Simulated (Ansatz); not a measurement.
**TaC (Fm-3m): zero-pressure volume and bulk modulus with rPW86-PBE + rVV10**

The task here is to estimate one member of a computed series from the others.

Method: DFT rPW86-PBE + rVV10, scalar-relativistic, plane waves, PAW, in Ansatz 0.2.0.

1 further run of the same task is left out (set aside as unsound or not needed). Runs told in other sessions of the task aren't counted.

**The system as given**

It takes space group Fm-3m (No. 225, cubic). The conventional cell has a = 4.454 Å, b = 4.454 Å, c = 4.454 Å, α = 90.00°, β = 90.00°, γ = 90.00°. Ta (site symmetry m-3m) has 6 C at 2.23 Å in its first shell of neighbours. C (site symmetry m-3m) has 6 Ta at 2.23 Å in its first shell of neighbours.

Structure file:

```
CELL_PARAMETERS angstrom
0.00000 2.22700 2.22700
2.22700 0.00000 2.22700
2.22700 2.22700 0.00000
ATOMIC_POSITIONS crystal
Ta 0.00000 0.00000 0.00000
C 0.50000 0.50000 0.50000
```

An earlier run on this cell at PBE gave 4.73 GPa at 11.045 Å³/atom (10×10×10 mesh), no gap. The cell is compressed at this level.

The first run:

Input file input.yaml:

```yaml
crystal:
  lattice:
    - [0.0, 2.226998583, 2.226998583]
    - [2.226998583, 0.0, 2.226998583]
    - [2.226998583, 2.226998583, 0.0]
  atoms:
    - { symbol: Ta, position: [0.0, 0.0, 0.0] }
    - { symbol: C, position: [0.5, 0.5, 0.5] }
basis:
  ecutwfc: 420
  ecutrho_ratio: 4
kpoints:
  mp_grid: { grid: [10, 10, 10] }
hamiltonian:
  xc: { exchange: rpw86, correlation: pbe }
  dispersion: rvv10
scf:
  occupations: { method: gaussian, width: 0.05 }
output:
  forces: true
  stress: true
  eigenvalues: true
```

Run with:

```console
$ ansatz run input.yaml --threads 4 --pin off --max-ram 8192MiB --backend cpu --events-out ev --progress --plain --runs-dir out
```

Among the steps run: At the given cell; Stepping to 11.825 Å³/atom; Stepping to 11.400 Å³/atom; Volume × 0.98 of the new zero; Volume × 1.02 of the new zero; Volume × 0.96 of the new zero; Volume × 1.04 of the new zero.

One table of the session follows, with a row left open; its other results are not shown here.

It belongs to the step «Energy and pressure against volume». 

```
volume (Å³/atom)  energy (meV/atom)  pressure (GPa)
          10.944              19.22           13.93
          11.172                  ?               ?
          11.400               0.00            0.05
          11.628               4.19           -5.88
          11.856              16.43          -11.22
```

Estimate the missing values for volume (Å³/atom) = 11.172.

Worked estimate for «energy (meV/atom)». A straight line through the neighbours (10.944, 19.22) and (11.400, 0.00) gives 19.22 + (0.00 − 19.22) × (11.172 − 10.944) / (11.400 − 10.944) = 9.61; a parabola fitted to 3 rows on both sides gives 5.01.

As computed: energy (meV/atom): 4.65; pressure (GPa): 6.63. In «energy (meV/atom)» the line misses by +4.96 and the parabola by +0.36.
